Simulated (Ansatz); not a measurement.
# TiS2: a point defect seen from the nuclei (S vacancy), part 2 of 2

How do the nuclei near a point defect see it? The defect is S vacancy in TiS2 (cell charge +2), first unrelaxed. The cell is a supercell built from a COD entry. Planned: a single point, then a relaxation.

Ansatz 0.2.0; DFT, PBE, plane-wave PAW, default files, scalar-relativistic.

## 3. Ions relaxed

The input, input.yaml:

```yaml
crystal:
  lattice:
    - [10.2360017178, 0.0, 0.0]
    - [-5.1180008589, 8.8646375208, 0.0]
    - [0.0, 0.0, 11.39]
  atoms:
    - { symbol: Ti, position: [0.0, 0.0, 0.0] }
    - { symbol: Ti, position: [0.0, 0.0, 0.5] }
    - { symbol: Ti, position: [0.0, 0.3333333333, 0.0] }
    - { symbol: Ti, position: [0.0, 0.3333333333, 0.5] }
    - { symbol: Ti, position: [0.0, 0.6666666667, 0.0] }
    - { symbol: Ti, position: [0.0, 0.6666666667, 0.5] }
    - { symbol: Ti, position: [0.3333333333, 0.0, 0.0] }
    - { symbol: Ti, position: [0.3333333333, 0.0, 0.5] }
    - { symbol: Ti, position: [0.3333333333, 0.3333333333, 0.0] }
    - { symbol: Ti, position: [0.3333333333, 0.3333333333, 0.5] }
    - { symbol: Ti, position: [0.3333333333, 0.6666666667, 0.0] }
    - { symbol: Ti, position: [0.3333333333, 0.6666666667, 0.5] }
    - { symbol: Ti, position: [0.6666666667, 0.0, 0.0] }
    - { symbol: Ti, position: [0.6666666667, 0.0, 0.5] }
    - { symbol: Ti, position: [0.6666666667, 0.3333333333, 0.0] }
    - { symbol: Ti, position: [0.6666666667, 0.3333333333, 0.5] }
    - { symbol: Ti, position: [0.6666666667, 0.6666666667, 0.0] }
    - { symbol: Ti, position: [0.6666666667, 0.6666666667, 0.5] }
    - { symbol: S, position: [0.1111111111, 0.2222222222, 0.625] }
    - { symbol: S, position: [0.1111111111, 0.5555555556, 0.125] }
    - { symbol: S, position: [0.1111111111, 0.5555555556, 0.625] }
    - { symbol: S, position: [0.1111111111, 0.8888888889, 0.125] }
    - { symbol: S, position: [0.1111111111, 0.8888888889, 0.625] }
    - { symbol: S, position: [0.4444444444, 0.2222222222, 0.125] }
    - { symbol: S, position: [0.4444444444, 0.2222222222, 0.625] }
    - { symbol: S, position: [0.4444444444, 0.5555555556, 0.125] }
    - { symbol: S, position: [0.4444444444, 0.5555555556, 0.625] }
    - { symbol: S, position: [0.4444444444, 0.8888888889, 0.125] }
    - { symbol: S, position: [0.4444444444, 0.8888888889, 0.625] }
    - { symbol: S, position: [0.7777777778, 0.2222222222, 0.125] }
    - { symbol: S, position: [0.7777777778, 0.2222222222, 0.625] }
    - { symbol: S, position: [0.7777777778, 0.5555555556, 0.125] }
    - { symbol: S, position: [0.7777777778, 0.5555555556, 0.625] }
    - { symbol: S, position: [0.7777777778, 0.8888888889, 0.125] }
    - { symbol: S, position: [0.7777777778, 0.8888888889, 0.625] }
    - { symbol: S, position: [0.2222222222, 0.1111111111, 0.375] }
    - { symbol: S, position: [0.2222222222, 0.1111111111, 0.875] }
    - { symbol: S, position: [0.2222222222, 0.4444444444, 0.375] }
    - { symbol: S, position: [0.2222222222, 0.4444444444, 0.875] }
    - { symbol: S, position: [0.2222222222, 0.7777777778, 0.375] }
    - { symbol: S, position: [0.2222222222, 0.7777777778, 0.875] }
    - { symbol: S, position: [0.5555555556, 0.1111111111, 0.375] }
    - { symbol: S, position: [0.5555555556, 0.1111111111, 0.875] }
    - { symbol: S, position: [0.5555555556, 0.4444444444, 0.375] }
    - { symbol: S, position: [0.5555555556, 0.4444444444, 0.875] }
    - { symbol: S, position: [0.5555555556, 0.7777777778, 0.375] }
    - { symbol: S, position: [0.5555555556, 0.7777777778, 0.875] }
    - { symbol: S, position: [0.8888888889, 0.1111111111, 0.375] }
    - { symbol: S, position: [0.8888888889, 0.1111111111, 0.875] }
    - { symbol: S, position: [0.8888888889, 0.4444444444, 0.375] }
    - { symbol: S, position: [0.8888888889, 0.4444444444, 0.875] }
    - { symbol: S, position: [0.8888888889, 0.7777777778, 0.375] }
    - { symbol: S, position: [0.8888888889, 0.7777777778, 0.875] }
total_charge: 2
kpoints:
  mp_grid: { grid: [2, 2, 2] }
scf:
  occupations: { method: fermi_dirac, width: 0.01 }
hamiltonian:
  xc: pbe
  pseudopotentials: { kind: paw }
output:
  forces: true
  stress: true
  populations: true
  efg:
    quadrupole_moments_barn: { Ti: 0.247, S: -0.0694 }
    contact_densities: true
relax:
  f_tol: 0.03
  max_steps: 40
```

Command:

```sh
$ ansatz run input.yaml --threads 4 --pin off --max-ram 8192MiB --backend cpu --events-out ev --progress --plain --runs-dir out
```

The program printed:

```text
[... 1 line left out ...]
Warning: RAYON_NUM_THREADS=4 ignored (pool sized by the plan → 4); use --threads N
Engine: ansatz 0.2.0, aarch64-unknown-linux-gnu
Pseudopotentials: kind: paw
Pseudopotential: Ti, paw, valence charge 12, recommended cutoff 420 eV (normal), Ti.paw.azcp
Pseudopotential: S, paw, valence charge 6, recommended cutoff 420 eV (normal), S.paw.azcp
Functional definition: PBE
  parameter kappa = 0.804
  parameter beta = 0.06672455060314922
  exchange = pbe_x(kappa = kappa, mu = beta*pi^2/3)
  correlation = pbe_c(beta = beta)
Crystal: 53 atoms, lattice volume = 1033.511 Å³
Basis set: ecut = 420 eV, 20187 PW (Γ), exchange–correlation on 144×144×160 points (8 copies of the dense FFT grid, shifted against one another)
Bands: 265, of which v1, the nominal top of the filled ones, is band 212 counted from 1 (211 counted from 0)
Symmetry: 6 space group operations
Space group: P3m1 (ITA 156), of the structure as read, at distance tolerance 1.0e-4 Å
k-points: 4 of 8
Non-local potential: Ti, projectors of the file, l = 0: 3, l = 1: 2, l = 2: 3, l = 3: 1
Non-local potential: S, projectors of the file, l = 0: 2, l = 1: 2, l = 2: 2
PAW form: soft (Blöchl's): semilocal exchange-correlation on the pseudo side does not see the compensation charge
PAW one-centre angular grid: Ti, 590 points (default); XC on 64 Gauss nodes
PAW one-centre angular grid: S, 110 points (default); XC on 64 Gauss nodes
Initial density: superposition of atomic densities (neutral atoms scaled as one to the charged cell's electrons: chi_scale 0, normalization atom), corrected by the library's trained network
Initial wavefunctions: pseudopotential atomic-orbital guess
Functional: x = pbe(κ = 0.804, μ = 0.2195149727645171), c = pbe(β = 0.06672455060314922)
SCF iter   1: F=—  HF=-76649.233017 eV  |F-HF|=—  |Δ(HF+E_count)|=         —  Δρ=1.96e-2  dr2=8.02e0  ethr=1.77e-3  ⟨swp⟩=6.0  Hψ=4076  notcnv=0  defer=1
preconditioner: auto → LDOS  [insulator: Δε(μ)=0.111 eV  Ē_g=6.192 eV  σ=0.010 eV  W_gap=0.60  n_scr=224 (ndim 8)  ℏωp=19.3 eV  f_vac=0.018  D(μ)=18.36/eV (n_scr^D=84)  ε∞_Penn≈10.7  β→1.0]
SCF iter   2: F=—  HF=-76650.974540 eV  |F-HF|=—  |Δ(HF+E_count)|=    1.74e0  Δρ=3.00e-2  dr2=1.99e1  ethr=1.77e-3  ⟨swp⟩=3.0  Hψ=1910  notcnv=0  defer=161  recentre
preconditioner: auto → Resta (q_TF=auto, 2.352 Å⁻¹)  ε∞=9.1  [insulator: Δε(μ)=0.370 eV  Ē_g=6.802 eV  σ=0.010 eV  W_gap=1.00  n_scr=224 (ndim 8)  ℏωp=19.3 eV  f_vac=0.018  D(μ)=0.00/eV (n_scr^D=0)  ε∞_Penn≈9.1  β→0.5]
SCF iter   3: F=—  HF=-76648.286027 eV  |F-HF|=—  |Δ(HF+E_count)|=    2.69e0  Δρ=2.51e-3  dr2=1.20e-1  ethr=1.77e-3  ⟨swp⟩=3.5  Hψ=1704  notcnv=0  defer=162
SCF iter   4: F=—  HF=-76648.278808 eV  |F-HF|=—  |Δ(HF+E_count)|=   7.22e-3  Δρ=1.54e-3  dr2=6.70e-2  ethr=2.83e-5  ⟨swp⟩=3.8  Hψ=1930  notcnv=0  defer=158
SCF iter   5: F=—  HF=-76648.277986 eV  |F-HF|=—  |Δ(HF+E_count)|=   8.22e-4  Δρ=1.25e-3  dr2=4.44e-2  ethr=1.58e-5  ⟨swp⟩=3.0  Hψ=1327  notcnv=0  defer=158
SCF iter   6: F=—  HF=-76648.276227 eV  |F-HF|=—  |Δ(HF+E_count)|=   1.76e-3  Δρ=6.50e-4  dr2=1.43e-2  ethr=1.05e-5  ⟨swp⟩=3.2  Hψ=1226  notcnv=0  defer=158
SCF iter   7: F=—  HF=-76648.276237 eV  |F-HF|=—  |Δ(HF+E_count)|=   9.52e-6  Δρ=3.21e-4  dr2=3.31e-3  ethr=3.38e-6  ⟨swp⟩=2.0  Hψ=1317  notcnv=0  defer=158
SCF iter   8: F=—  HF=-76648.276682 eV  |F-HF|=—  |Δ(HF+E_count)|=   4.46e-4  Δρ=1.98e-4  dr2=9.15e-4  ethr=7.81e-7  ⟨swp⟩=2.0  Hψ=1303  notcnv=0  defer=158
SCF iter   9: F=—  HF=-76648.277097 eV  |F-HF|=—  |Δ(HF+E_count)|=   4.14e-4  Δρ=1.88e-4  dr2=8.08e-4  ethr=2.16e-7  ⟨swp⟩=2.2  Hψ=1372  notcnv=0  defer=158
SCF iter  10: F=—  HF=-76648.277134 eV  |F-HF|=—  |Δ(HF+E_count)|=   3.68e-5  Δρ=5.35e-5  dr2=4.71e-5  ethr=1.91e-7  ⟨swp⟩=2.0  Hψ=1314  notcnv=0  defer=158
SCF iter  11: F=-76648.277195 eV  HF=-76648.277197 eV  |F-HF|=1.97e-6  |Δ(HF+E_count)|=   6.37e-5  Δρ=2.25e-5  dr2=1.40e-5  ethr=5.31e-9  ⟨swp⟩=4.8  Hψ=3190  notcnv=0
SCF 1 converged in 11 iterations: F = -76648.277195 eV  dr2 = 1.40e-5
[... 89 lines left out ...]
  atom  29  S  V_zz =    -1.705756   η = 0.0000   by run symmetry: allowed   C_q = +2.8624 MHz
            electrostatic potential = -1633.646471 V   contact ρ = 19770.007499 e/Å³
  atom  30  S  V_zz =    -0.601128   η = 0.6867   by run symmetry: allowed   C_q = +1.0087 MHz
            electrostatic potential = -1633.486633 V   contact ρ = 19769.801948 e/Å³
  atom  31  S  V_zz =    -1.848671   η = 0.0583   by run symmetry: allowed   C_q = +3.1022 MHz
            electrostatic potential = -1633.654413 V   contact ρ = 19769.963310 e/Å³
  atom  32  S  V_zz =    +0.327197   η = 0.0000   by run symmetry: allowed   C_q = -0.5491 MHz
            electrostatic potential = -1633.597736 V   contact ρ = 19769.749282 e/Å³
  atom  33  S  V_zz =    -1.454662   η = 0.0000   by run symmetry: allowed   C_q = +2.4410 MHz
            electrostatic potential = -1633.636280 V   contact ρ = 19769.948697 e/Å³
  atom  34  S  V_zz =    -0.601128   η = 0.6867   by run symmetry: allowed   C_q = +1.0087 MHz
            electrostatic potential = -1633.486633 V   contact ρ = 19769.801948 e/Å³
  atom  35  S  V_zz =    -1.848671   η = 0.0583   by run symmetry: allowed   C_q = +3.1022 MHz
            electrostatic potential = -1633.654413 V   contact ρ = 19769.963310 e/Å³
  atom  36  S  V_zz =    -2.077409   η = 0.0325   by run symmetry: allowed   C_q = +3.4861 MHz
            electrostatic potential = -1633.669856 V   contact ρ = 19769.918716 e/Å³
  atom  37  S  V_zz =    +1.726386   η = 0.5657   by run symmetry: allowed   C_q = -2.8970 MHz
            electrostatic potential = -1633.586444 V   contact ρ = 19769.207924 e/Å³
  atom  38  S  V_zz =    -2.077409   η = 0.0325   by run symmetry: allowed   C_q = +3.4861 MHz
            electrostatic potential = -1633.669856 V   contact ρ = 19769.918716 e/Å³
  atom  39  S  V_zz =    +1.726386   η = 0.5657   by run symmetry: allowed   C_q = -2.8970 MHz
            electrostatic potential = -1633.586444 V   contact ρ = 19769.207924 e/Å³
  atom  40  S  V_zz =    -1.797421   η = 0.0749   by run symmetry: allowed   C_q = +3.0162 MHz
            electrostatic potential = -1633.651743 V   contact ρ = 19769.990970 e/Å³
  atom  41  S  V_zz =    +1.177199   η = 0.4865   by run symmetry: allowed   C_q = -1.9754 MHz
            electrostatic potential = -1633.569366 V   contact ρ = 19769.905601 e/Å³
  atom  42  S  V_zz =    -1.797421   η = 0.0749   by run symmetry: allowed   C_q = +3.0162 MHz
            electrostatic potential = -1633.651743 V   contact ρ = 19769.990970 e/Å³
  atom  43  S  V_zz =    +1.177199   η = 0.4865   by run symmetry: allowed   C_q = -1.9754 MHz
            electrostatic potential = -1633.569366 V   contact ρ = 19769.905601 e/Å³
  atom  44  S  V_zz =    -1.609893   η = 0.0709   by run symmetry: allowed   C_q = +2.7015 MHz
            electrostatic potential = -1633.642499 V   contact ρ = 19770.009156 e/Å³
  atom  45  S  V_zz =    -2.752849   η = 0.2838   by run symmetry: allowed   C_q = +4.6195 MHz
            electrostatic potential = -1633.311037 V   contact ρ = 19770.679172 e/Å³
  atom  46  S  V_zz =    -1.797421   η = 0.0749   by run symmetry: allowed   C_q = +3.0162 MHz
            electrostatic potential = -1633.651743 V   contact ρ = 19769.990970 e/Å³
  atom  47  S  V_zz =    +1.177199   η = 0.4865   by run symmetry: allowed   C_q = -1.9754 MHz
            electrostatic potential = -1633.569366 V   contact ρ = 19769.905601 e/Å³
  atom  48  S  V_zz =    -2.077409   η = 0.0325   by run symmetry: allowed   C_q = +3.4861 MHz
            electrostatic potential = -1633.669856 V   contact ρ = 19769.918716 e/Å³
  atom  49  S  V_zz =    +1.726386   η = 0.5657   by run symmetry: allowed   C_q = -2.8970 MHz
            electrostatic potential = -1633.586444 V   contact ρ = 19769.207924 e/Å³
  atom  50  S  V_zz =    -1.609893   η = 0.0709   by run symmetry: allowed   C_q = +2.7015 MHz
            electrostatic potential = -1633.642499 V   contact ρ = 19770.009156 e/Å³
  atom  51  S  V_zz =    -2.752849   η = 0.2838   by run symmetry: allowed   C_q = +4.6195 MHz
            electrostatic potential = -1633.311037 V   contact ρ = 19770.679172 e/Å³
  atom  52  S  V_zz =    -1.609893   η = 0.0709   by run symmetry: allowed   C_q = +2.7015 MHz
            electrostatic potential = -1633.642499 V   contact ρ = 19770.009156 e/Å³
  atom  53  S  V_zz =    -2.752849   η = 0.2838   by run symmetry: allowed   C_q = +4.6195 MHz
            electrostatic potential = -1633.311037 V   contact ρ = 19770.679172 e/Å³
--- Band table (eV) ---
[... 4 lines left out ...]
--- Relaxed structure (6 steps of the walk, 6 accepted, 0 SCFs on fresh bases) ---
  F+E_penalty+E_count = -76649.56290754 eV   max|allowed force component| = 4.662e-3 eV/Å
  atoms:
[... 53 lines left out ...]
--- Löwdin populations: 53 sites ---
  site symbol       q [e]
[... 53 lines left out ...]
  spilling = 0.006284 (of n_electrons = 424.000000)
```

Wall time 2.5 min (4 threads of Arm Neoverse V1, shared host); peak memory 5.5 GiB.

The steps of the relaxation:

```
step  energy change (eV)  largest force component (eV/Å)
   1              0.0000                           1.900
   2             -1.0318                           0.697
   3             -1.1960                           0.545
   4             -1.2781                           0.150
   5             -1.2844                           0.046
   6             -1.2857                           0.005
```

Atom 9 and its like (Ti) moved farthest, 0.300 Å; the mean move was 0.054 Å.

The run ends with no gap over 0.1 eV on the mesh, largest force 0.005 eV/Å, pressure 2.0 GPa.

Beside the values of step 2 (V_zz in 10²¹ V/m²; 9 of 19 rows, with the four largest changes of size):

```
site          atoms  V_zz, PBE  V_zz, PBE relaxed  η, PBE  η, PBE relaxed
 Ti1        1, 3, 9       7.74               5.24    0.21            0.36
 S20  20, 22, 24, …      -0.88              -0.60    0.76            0.69
 S36     36, 38, 48      -1.99              -2.08    0.05            0.03
 S37     37, 39, 49       3.69               1.73    0.18            0.57
 Ti7      7, 11, 13      -2.07              -1.77    0.03            0.04
 Ti2       2, 4, 10      -1.91              -1.89    0.02            0.02
 S44     44, 50, 52      -1.53              -1.61    0.01            0.07
 S45     45, 51, 53       3.53              -2.75    0.29            0.28
 Ti5      5, 15, 17      -1.87               1.23    0.13            0.68
```

The printed gradients, by site: 11 of 19, those nearest the defect, the farthest of each element and the two largest gradients.

```
site              atoms  distance from the defect (Å)  V_zz (10²¹ V/m²)     η     C_Q (MHz)
 Ti1            1, 3, 9                          2.73              5.24  0.36   31.3 (⁴⁹Ti)
 S20  20, 22, 24, 26, …                          3.35             -0.60  0.69    1.01 (³³S)
 S37         37, 39, 49                          3.36              1.73  0.57   -2.90 (³³S)
 S36         36, 38, 48                          3.46             -2.08  0.03    3.49 (³³S)
 Ti7          7, 11, 13                          4.22             -1.77  0.04  -10.6 (⁴⁹Ti)
 Ti2           2, 4, 10                          4.71             -1.89  0.02  -11.3 (⁴⁹Ti)
 S44         44, 50, 52                          4.86             -1.61  0.07    2.70 (³³S)
 S45         45, 51, 53                          4.97             -2.75  0.28    4.62 (³³S)
 Ti5          5, 15, 17                          5.36              1.23  0.68   7.35 (⁴⁹Ti)
 Ti6          6, 16, 18                          6.73             -1.88  0.03  -11.2 (⁴⁹Ti)
 S29                 29                          8.20             -1.71  0.00    2.86 (³³S)
```

Direction of the V_zz axis (Cartesian unit vector):

```
site  atom      x      y     z
 Ti1     1   0.00   0.77  0.64
 Ti2     2   0.00   0.01  1.00
 Ti5     5   0.86   0.50  0.11
 Ti6     6   0.00   0.00  1.00
 Ti7     7  -0.03   0.01  1.00
 Ti8     8  -0.01   0.00  1.00
 S19    19   0.00   0.00  1.00
 S20    20  -0.56   0.75  0.36
 S21    21   0.01  -0.01  1.00
 S28    28   0.00   0.00  1.00
```

The sizes of the gradients above 0.15 moved by 14 % in the median, 85 % at the site that moves most (small gradients counted from 0.15; S41, -0.64 to 1.18), with a change of sign at S45, Ti5, S32 and others.

## 4. From gradients to spectra (values of step 3)

⁴⁹Ti (I = 7/2, Q = 247.0 mb) at 23.5 T, Larmor frequency 56.5 MHz. Second-order quadrupolar shifts of the central transition; chemical shifts are not computed, so all sites share one zero.

```
site  count  C_Q (MHz)     η  ν_Q (MHz)  δ_QIS (ppm)
 Ti1      3       31.3  0.36       2.24       -817.5
 Ti7      3      -10.6  0.04      0.756        -89.6
 Ti2      3      -11.3  0.02      0.808       -102.1
 Ti5      3       7.35  0.68      0.525        -49.8
 Ti6      3      -11.2  0.03      0.802       -100.7
```

⁴⁹Ti central transition, static powder:

kHz, intensity and a bar:
```
   -215.7          0 
   -196.0          1 
   -176.3          2 #
   -156.6          2 #
   -137.0          3 #
   -117.3          3 #
    -97.6          4 #
    -77.9          3 #
    -58.2          3 #
    -38.6          3 #
    -18.9         65 ####################
      0.8        100 ##############################
     20.5         13 ####
     40.2          3 #
     59.8          4 #
     79.5          2 #
     99.2          1 
    118.9          0
```

## 5. Outcome

The summary covers parts 1 to 2.

| quantity | value |
| --- | --- |
| state (step 3) | no gap over 0.1 eV on the mesh, largest force 0.005 eV/Å, pressure 2.0 GPa |
| V_zz by site, step 3 (10²¹ V/m²) | Ti1 5.24, S20 -0.60, S37 1.73, S36 -2.08, Ti7 -1.77, Ti2 -1.89, S44 -1.61, S45 -2.75, … |
| largest C_Q in size, step 3 | 31.3 MHz, ⁴⁹Ti at Ti1 |
| step 3 (ions relaxed) against step 2 | 14 % in the median, 85 % at the site that moves most (small gradients counted from 0.15; S41, -0.64 to 1.18), with a change of sign at S45, Ti5, S32 and others |

In words: Site Ti1 (5 S at 2.24–2.39 Å) carries the largest gradient. The runs allow no spin. The relaxation kept the symmetry P3m1, so a distorted place of lower energy may have been missed. With states at the Fermi level, this mesh doesn't settle the gradients near the defect. Relaxing moved atoms by up to 0.30 Å and single gradients by up to 85 % in size at the worst site (14 % in the median) (gradients over 0.15 counted), so at some sites the starting positions were a poor guide. At 23.5 T the ⁴⁹Ti line of the largest coupling listed spans about 310 kHz, too broad for magic-angle spinning to narrow; it calls for wide-line methods. The run isn't spin-polarised, and a state with spin may lie lower. The defect repeats with the cell of 53 atoms, so it feels its images: sites between two images don't show the values beside a lone defect, and zeros or small values of η there can come from the images' arrangement. S and Ti carry a gradient in the pure host already, so the values there aren't the defect's effect alone. The relaxation keeps the symmetry of the vacancy's site, so distortions that break it, Jahn–Teller ones too, aren't explored. A uniform background compensates the cell's charge. The defect cell has no gap above 0.1 eV on its mesh, so the values hang on the smearing and the k-mesh.
